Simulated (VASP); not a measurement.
A run of VASP 6.6.1 is set up as follows.

INCAR

```
SYSTEM = TiC
  PREC = Accurate
  ENCUT = 600
  EDIFF = 1E-6
  ISMEAR = -1
  SIGMA = 0.05
  LREAL = .False.
  LASPH = .True.
  NELM = 100
  ALGO = Normal
  ISIF = 3
  LWAVE = .False.
  LCHARG = .False.
  GGA = AM
  IBRION = 2
  NSW = 60
  EDIFFG = -0.01
```

The input KPOINTS:

```
regular mesh
0
Gamma
  10 10 10
  0 0 0
```

Contents of POSCAR:

```
TiC
1.0
    3.0420900000      0.0000000000      0.0000000000
   -1.5210400000      2.6345200000      0.0000000000
    0.0000000000      0.0000000000      2.6979700000
Ti C
1 1
Direct
    0.0000000000      0.0000000000      0.5000000000
    0.3333300000      0.6666700000      0.0000000000
```

Potentials or basis: VASP PAW PBE potentials, release 64 (Ti_sv, C).

Run with:

```bash
$ cat potpaw_PBE.64/Ti_sv/POTCAR potpaw_PBE.64/C/POTCAR > POTCAR
$ mpirun -np 1 vasp_std > vasp.out
```

(1) What does it give for the relaxed volume?

(2) Predict the band gap on the k mesh.

## Answers

(1) 10.48 Å³/atom.

(2) none (metal or under the smearing width).

Caveat: the PAW data sets were made with another functional, which shifts forces and pressure a little.
